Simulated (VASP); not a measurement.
# InAs (F-43m) in VASP: further runs, part 2 of 2

VASP 6.6.1. Earlier steps stand in the parts before.

## 4. Single point, r2SCAN

Contents of POSCAR:

```
InAs
1.0
    0.0000000000      3.0545916270      3.0545916270
    3.0545916270      0.0000000000      3.0545916270
    3.0545916270      3.0545916270      0.0000000000
In As
1 1
Direct
    0.0000000000      0.0000000000      0.0000000000
    0.2500000000      0.2500000000      0.2500000000
```

Contents of INCAR.step1:

```
ALGO     = Normal         # electronic algorithm
EDIFF    = 1E-5           # SCF threshold, eV
ENCUT    = 550            # plane-wave cutoff, eV
GGA      = PE             # functional
GGA_COMPAT= False        
ISMEAR   = -1             # smearing method
LASPH    = True           # aspherical terms in the spheres
LCHARG   = False          # write CHGCAR
LREAL    = False          # projectors in reciprocal space
LWAVE    = True           # write WAVECAR
NBANDS   = 16             # bands
NELM     = 120            # most SCF steps
PREC     = Accurate       # precision mode
SIGMA    = 0.02           # smearing width, eV
```

Contents of INCAR.step2:

```
ALGO     = Normal         # electronic algorithm
EDIFF    = 1E-6           # SCF threshold, eV
ENCUT    = 550            # plane-wave cutoff, eV
GGA_COMPAT= False        
ISIF     = 2              # what is computed and relaxed
ISMEAR   = -1             # smearing method
ISTART   = 1            
LASPH    = True           # aspherical terms in the spheres
LCHARG   = False          # write CHGCAR
LMIXTAU  = True         
LREAL    = False          # projectors in reciprocal space
LWAVE    = False          # write WAVECAR
METAGGA  = R2SCAN         # meta-GGA
NBANDS   = 16             # bands
NELM     = 120            # most SCF steps
PREC     = Accurate       # precision mode
SIGMA    = 0.02           # smearing width, eV
```

Contents of KPOINTS:

```
k-points
0
Gamma
  8 8 8
```

Potentials or basis: VASP PAW PBE potentials, release 64 (In_d, As).

Command:

```bash
cat potpaw_PBE.64/In_d/POTCAR potpaw_PBE.64/As/POTCAR > POTCAR
cp INCAR.step1 INCAR
mpirun -np 1 vasp_std > vasp.out
cp INCAR.step2 INCAR
mpirun -np 1 vasp_std > vasp.out
```

OUTCAR:

```text
EDIFF = 1E-6
   ENCUT = 550
   ISIF = 2
   ISMEAR = -1
   ISTART = 1
   LASPH = True
   LREAL = False
   METAGGA = R2SCAN
   NELM = 120
   PREC = Accurate

 ion  position               nearest neighbor table
   1  0.000  0.000  0.000-   2 2.65   2 2.65   2 2.65   2 2.65
   2  0.250  0.250  0.250-   1 2.65   1 2.65   1 2.65   1 2.65

  LATTYP: Found a face centered cubic cell.
 ALAT       =     6.1091832540

  Lattice vectors:

 A1 = (   0.0000000000,   3.0545916270,   3.0545916270)
 A2 = (   3.0545916270,   0.0000000000,   3.0545916270)
 A3 = (   3.0545916270,   3.0545916270,   0.0000000000)

Analysis of symmetry for initial positions (statically):
=====================================================================
 Subroutine PRICEL returns:
 Original cell was already a primitive cell.

 Routine SETGRP: Setting up the symmetry group for a
 face centered cubic supercell.

 Subroutine GETGRP returns: Found 24 space group operations
 (whereof 24 operations were pure point group operations)
 out of a pool of 48 trial point group operations.

The static configuration has the point symmetry T_d .

Analysis of symmetry for dynamics (positions and initial velocities):
=====================================================================
 Subroutine PRICEL returns:
 Original cell was already a primitive cell.

 Routine SETGRP: Setting up the symmetry group for a
 face centered cubic supercell.

 Subroutine GETGRP returns: Found 24 space group operations
 (whereof 24 operations were pure point group operations)
 out of a pool of 48 trial point group operations.

The dynamic configuration has the point symmetry T_d .

 Subroutine INISYM returns: Found 24 space group operations
 (whereof 24 operations are pure point group operations),
 and found     1 'primitive' translations

----------------------------------------------------------------------------------------

                                     Primitive cell

  volume of cell :      57.0019

  direct lattice vectors                    reciprocal lattice vectors
     0.000000000  3.054591627  3.054591627    -0.163688002  0.163688002  0.163688002
     3.054591627  0.000000000  3.054591627     0.163688002 -0.163688002  0.163688002
     3.054591627  3.054591627  0.000000000     0.163688002  0.163688002 -0.163688002

  length of vectors
     4.319844906  4.319844906  4.319844906     0.283515936  0.283515936  0.283515936

  position of ions in fractional coordinates (direct lattice)
     0.000000000  0.000000000  0.000000000
     0.250000000  0.250000000  0.250000000

  ion indices of the primitive-cell ions
   primitive index   ion index
                 1           1
                 2           2

----------------------------------------------------------------------------------------

 KPOINTS: k-points

Automatic generation of k-mesh.
 Grid dimensions read from file:
 generate k-points for:    8    8    8

 Generating k-lattice:

  Cartesian coordinates                     Fractional coordinates (reciprocal lattice)
    -0.020461000  0.020461000  0.020461000     0.125000000  0.000000000  0.000000000
     0.020461000 -0.020461000  0.020461000     0.000000000  0.125000000  0.000000000
     0.020461000  0.020461000 -0.020461000     0.000000000  0.000000000  0.125000000

  Length of vectors
     0.035439492  0.035439492  0.035439492

  Shift w.r.t. Gamma in fractional coordinates (k-lattice)
     0.000000000  0.000000000  0.000000000

 Subroutine IBZKPT returns following result:
 ===========================================

 Found     29 irreducible k-points:

 Following reciprocal coordinates:
            Coordinates               Weight
  0.000000  0.000000  0.000000      1.000000
  0.125000  0.000000  0.000000      8.000000
  0.250000  0.000000  0.000000      8.000000
  0.375000  0.000000  0.000000      8.000000
  0.500000  0.000000  0.000000      4.000000
  0.125000  0.125000  0.000000      6.000000
[... 16 lines left out ...]
  0.500000  0.250000  0.125000     48.000000
 -0.375000  0.250000  0.125000     24.000000
 [... further k-points ...]
   k-points           NKPTS =     29   k-points in BZ     NKDIM =     29   number of bands    NBANDS=     16
   number of dos      NEDOS =    301   number of ions     NIONS =      2
   total plane-waves  NPLWV =  46656
   dimension x,y,z NGX =    36 NGY =   36 NGZ =   36
   dimension x,y,z NGXF=    72 NGYF=   72 NGZF=   72
   ions per type =               1   1
   NGX,Y,Z   is equivalent  to a cutoff of  13.85, 13.85, 13.85 a.u.
   NGXF,Y,Z  is equivalent  to a cutoff of  27.71, 27.71, 27.71 a.u.
 SYSTEM =  unknown system
   PREC   = accura    normal or accurate (medium, high low for compatibility)
   ISTART =      1    job   : 0-new  1-cont  2-samecut
   ICHARG =      0    charge: 1-file 2-atom 10-const
   ISPIN  =      1    spin polarized calculation?
   LNONCOLLINEAR =      F non collinear calculations
   LSORBIT =      F    spin-orbit coupling
   LASPH  =      T    aspherical Exc in radial PAW
   ENCUT  =  550.0 eV  40.42 Ry    6.36 a.u.   8.26  8.26  8.26*2*pi/ulx,y,z
   NELM   =    120;   NELMIN=  2; NELMDL=  0     # of ELM steps
   EDIFF  = 0.1E-05   stopping-criterion for ELM
   LREAL  =      F    real-space projection
   EDIFFG = 0.1E-04   stopping-criterion for IOM
   NSW    =      0    number of steps for IOM
   IBRION =     -1    ionic relax: 0-MD 1-quasi-New 2-CG
   NFREE  =      0    steps in history (QN), initial steepest desc. (CG)
   ISIF   =      2    stress and relaxation
   ISYM   =      2    0-nonsym 1-usesym 2-fastsym
   POTIM  = 0.5000    time-step for ionic-motion
   TEBEG  =    0.0;   TEEND  =   0.0 temperature during run
   PSTRESS=    0.0 pullay stress
   NELECT =      18.0000    total number of electrons
   NUPDOWN=      -1.0000    fix difference up-down
   EMIN   =  10.00;   EMAX   =-10.00  energy-range for DOS
   EFERMI =   0.00;   METHOD = LEGACY
   ISMEAR =    -1;   SIGMA  =   0.02  broadening in eV -4-tet -1-fermi 0-gaus
   EFERMI_NEDOS =   21; number of points for ismear=-14 and -15
   IALGO  =     38    algorithm
   IMIX   =      4    mixing-type and parameters
     AMIX     =   0.40;   BMIX     =  1.00
     AMIX_MAG =   1.60;   BMIX_MAG =  1.00
  volume/ion in A,a.u.               =      28.50       192.33
  Fermi-wavevector in a.u.,A,eV,Ry     =   1.114814  2.106693 16.909468  1.242811
  Thomas-Fermi vector in A             =   2.251413
   LORBIT       =      0    0 simple, 1 ext, 2 COOP (PROOUT), +10 PAW based schemes
   METAGGA = R2SCAN    functional components
   LHFCALC =     F    Hartree Fock is set to
   AEXX    =    0.0000 exact exchange contribution
   IVDW    =     0    specifies the selected vdW correction
   LEPSILON=     F    determine dielectric tensor
   LRPA    =     F    only Hartree local field effects (RPA)
 non-spin polarized calculation
  energy-cutoff  :      550.00
  volume of cell :       57.00
 maximum number of plane-waves:      1700
 NGX is ok and might be reduce to    36
   NGX = 17   NGY = 17   NGZ = 17

 number of electron      18.0000002 magnetization

 Free energy of the ion-electron system (eV)
  ---------------------------------------------------
  ext. energy  EPLUGINS =         0.00000000
  ---------------------------------------------------
  free energy    TOTEN  =       -38.05918152 eV

  energy without entropy =      -38.05908386  energy(sigma->0) =      -38.05913269

 E-fermi :   4.0195     XC(G=0):  -9.5158

 val. band max:        3.9670323059   @ k =   0.0000   0.0000   0.0000
 cond. band min:       4.0467646941   @ k =   0.0000   0.0000   0.0000
 fundamental gap:      0.0797323882
 Fermi energy:         4.0194623492

 k-point     1 :       0.0000    0.0000    0.0000
  band No.  band energies     occupation
      1     -10.8270      2.00000
      2     -10.8270      2.00000
      3     -10.8270      2.00000
      4     -10.6926      2.00000
      5     -10.6926      2.00000
      6      -8.1331      2.00000
[... 8 lines left out ...]
     15      14.0635      0.00000
     16      14.0635      0.00000
[... 419 lines left out ...]
 k-point    24 :      -0.3750    0.2500    0.1250
  band No.  band energies     occupation
      1     -10.9641      2.00000
      2     -10.7860      2.00000
      3     -10.7740      2.00000
      4     -10.6976      2.00000
      5     -10.6855      2.00000
      6      -6.4231      2.00000
[... 8 lines left out ...]
     15      14.8888      0.00000
     16      15.6165      0.00000

 [... further k-points ...]

------------------------ aborting loop because EDIFF is reached ----------------------------------------

  FORCE on cell =-STRESS in cart. coord.  units (eV):
  Direction    XX          YY          ZZ          XY          YZ          ZX
  --------------------------------------------------------------------------------------
  -------------------------------------------------------------------------------------
  Total       -0.0056394     -0.0056394     -0.0056394     -0.0000000     -0.0000000      0.0000000
  in kB       -0.1585081     -0.1585081     -0.1585081     -0.0000000     -0.0000000      0.0000000
  external PRESSURE =      -0.1585081 kB  Pullay stress =       0.0000000 kB

 VOLUME and BASIS-vectors are now :
 -----------------------------------------------------------------------------
  energy-cutoff  :      550.00
  volume of cell :       57.00
      direct lattice vectors                 reciprocal lattice vectors
     0.000000000  3.054591627  3.054591627    -0.163688002  0.163688002  0.163688002
     3.054591627  0.000000000  3.054591627     0.163688002 -0.163688002  0.163688002
     3.054591627  3.054591627  0.000000000     0.163688002  0.163688002 -0.163688002

 POSITION                                       TOTAL-FORCE (eV/Angst)
 -----------------------------------------------------------------------------------
      0.00000      0.00000      0.00000         0.000000      0.000000      0.000000
      1.52730      1.52730      1.52730        -0.000000     -0.000000     -0.000000
 -----------------------------------------------------------------------------------
    total drift:                                0.000000      0.000000     -0.000000

  FREE ENERGIE OF THE ION-ELECTRON SYSTEM (eV)
  ---------------------------------------------------
  free  energy   TOTEN  =       -38.0591815220 eV

  energy  without entropy=      -38.0590838613  energy(sigma->0) =      -38.05913269
```

It took 4.4 min on 1 thread of Intel Xeon 8259CL, shared host; peak memory 0.23 GiB.

What came out:

```yaml
Free_energy: -38.0592 eV
Pressure: 0.0 GPa
Band_gap_on_the_k_mesh: 0.08 eV
```

Caveat: semilocal functionals underestimate gaps, and a narrow one can read as zero; the PAW data sets were made with another functional, which shifts forces and pressure a little; spin-orbit coupling is left out, which moves the levels of the heavy elements.

## 5. Summary

```tsv
level	potentials or basis	cutoff (eV)	gap on the mesh (eV)	pressure (GPa)
PBE	VASP PAW PBE potentials, release 64 (In_d, As)	500	none	2.1
LDA	VASP PAW LDA potentials, release 64 (In_d, As)	500	none	-2.1
r2SCAN	VASP PAW PBE potentials, release 64 (In_d, As)	550	0.08	0.0
```

Alike in all rows: task single point; no spin polarisation; cell as given; k mesh 8 × 8 × 8; smearing fermi-dirac 0.02 eV.

Caveats: semilocal functionals underestimate gaps, and a narrow one can read as zero; spin-orbit coupling is left out, which moves the levels of the heavy elements; the PAW data sets were made with another functional, which shifts forces and pressure a little (at least some runs).

Total energies depend on the potentials used, so only differences within one code and one set of settings carry meaning.

## 6. How close it comes

Step 4. Against the measured gap of InAs, 0.418 eV (direct; 4.2 K; a printed reference work, data compilation), the calculated 0.08 eV is off by -0.34 eV. Spin-orbit coupling on As, In is left out. The value is that of r2SCAN, without temperature or zero-point motion.

The gap in the log of VASP goes by the Fermi energy; the results here count the filled bands.